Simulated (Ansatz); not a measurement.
# HfC: further runs on the relaxed cell

The task here is to estimate one member of a computed series from the others.

Computed with Ansatz 0.2.0 (DFT PBE, scalar-relativistic, plane waves, PAW, unless a step's input says otherwise).

1 further run of the same task is left out (set aside as unsound or not needed).

### The structure to begin with

The structure is cubic, space group Fm-3m (No. 225). Conventional cell: a = 4.651 Å, b = 4.651 Å, c = 4.651 Å, α = 90.00°, β = 90.00°, γ = 90.00°. Hf (site symmetry m-3m) has 6 C at 2.33 Å in its first shell of neighbours. C (site symmetry m-3m) is surrounded by 6 Hf at 2.33 Å.

Coordinates:

```cif
data_structure
_symmetry_space_group_name_H-M 'P 1'
_symmetry_Int_Tables_number 1
_cell_length_a 3.2891
_cell_length_b 3.2891
_cell_length_c 3.2891
_cell_angle_alpha 60.000
_cell_angle_beta 60.000
_cell_angle_gamma 60.000
_cell_volume 25.16
loop_
_atom_site_label
_atom_site_type_symbol
_atom_site_fract_x
_atom_site_fract_y
_atom_site_fract_z
_atom_site_occupancy
Hf1 Hf 0.50000 0.50000 0.50000 1
C1 C 0.00000 0.00000 0.00000 1
```

It is the result of an earlier relaxation at this level (volume 12.58 Å³/atom; gap on the mesh: none (metal)).

The first run:

The input, input.yaml:

```yaml
crystal:
  lattice:
    - [0.0, 2.3257467213, 2.3257467213]
    - [2.3257467213, 0.0, 2.3257467213]
    - [2.3257467213, 2.3257467213, 0.0]
  atoms:
    - { symbol: Hf, position: [0.5, 0.5, 0.5] }
    - { symbol: C, position: [0.0, 0.0, 0.0] }
basis:
  ecutwfc: 420
kpoints:
  mp_grid: { grid: [16, 16, 16] }
  band_path:
    path:
      - [[0.0, 0.0, 0.0], [0.5, 0.0, 0.5], [0.625, 0.25, 0.625]]
      - [[0.375, 0.375, 0.75], [0.0, 0.0, 0.0], [0.5, 0.5, 0.5], [0.5, 0.25, 0.75], [0.5, 0.0, 0.5]]
    npoints: 14
hamiltonian:
  xc: pbe
scf:
  occupations: { method: gaussian, width: 0.1 }
  n_extra_bands: 6
output:
  forces: true
  stress: true
  eigenvalues: true
  populations: true
  dos: { projected: true, de: 0.02, nscf_kmesh: { grid: [24, 24, 24] } }
  bader: true
```

On the command line:

```sh
ansatz run input.yaml --threads 1 --pin off --max-ram 2560MiB --backend cpu --events-out ev --progress --plain --runs-dir out
```

Steps of the session up to this table: Electronic structure at the relaxed geometry; The cell scaled to 0.97 of its volume; Point at V/V0 = 1.03; Point at V/V0 = 0.94; The cell scaled to 1.06 of its volume.

One table of the session follows, with a row left open; its other results are not shown here.

It belongs to the step «Fit of the equation of state». 

```
volume (Å³/atom)  energy above the lowest point (meV/atom)  pressure (GPa)
          11.825                                      36.6           16.32
          12.203                                       8.7            7.56
          12.580                                       0.0            0.00
          12.958                                         ?               ?
          13.335                                      30.0          -12.14
```

Estimate the missing values for volume (Å³/atom) = 12.958.

Worked estimate for «energy above the lowest point (meV/atom)». A straight line through the neighbours (12.580, 0.0) and (13.335, 30.0) gives 0.0 + (30.0 − 0.0) × (12.958 − 12.580) / (13.335 − 12.580) = 15.0; a parabola fitted to 3 rows on both sides gives 7.1.

The run gave: energy above the lowest point (meV/atom): 7.8; pressure (GPa): -6.52. In «energy above the lowest point (meV/atom)» the line misses by +7.2 and the parabola by -0.7.
